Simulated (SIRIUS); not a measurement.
**GaN under changes of volume**

One of the cells (11.673 Å³/atom); the others are scaled copies at fixed shape and fractional positions:

```
Ga N
1.0
     0.00000    2.26842    2.26842
     2.26842    0.00000    2.26842
     2.26842    2.26842    0.00000
Ga N
1 1
Direct
  0.00000 0.00000 0.00000
  0.25000 0.25000 0.25000
```

The cell is a database's computed one.

- Program: SIRIUS 7.12.0
- Functional: PBEsol
- Potentials or basis: all-electron FP-LAPW
- Cutoff: 331 eV
- Basis: apw+lo standard
- k mesh: 10 × 10 × 10
- Occupations: fermi-dirac, width 0.05 eV
- Spin: no spin polarisation

| volume (Å³/atom) | energy over the lowest point (meV/atom) | gap on the mesh (eV) |
| --- | --- | --- |
| 10.757 | 20.44 | 2.08 |
| 10.986 | ? | ? |
| 11.215 | 0.00 | 1.81 |
| 11.673 | 2.98 | 1.56 |
| 11.902 | 11.87 | 1.43 |
| 12.131 | 24.99 | 1.31 |

Task: What does the run at 10.986 Å³/atom give?

Result: Energy over the lowest point 6.98 meV/atom; gap on the mesh 1.94 eV.

Worked out: A Birch-Murnaghan fit of order 3 (a polynomial in V^(-2/3)) to the other rows has its minimum at 11.38 Å³/atom with B0 = V·E''(V) = 188 GPa and B' = 4.2. It gives 6.97 meV/atom at 10.986 Å³/atom, against the run's 6.98. A straight line through the other rows of the gap, of slope -6.4 eV per unit of ln V (its deformation potential), gives 1.94 eV, against the run's 1.94.

Energies are extrapolated to zero smearing.

Spin-orbit coupling on Ga is left out.
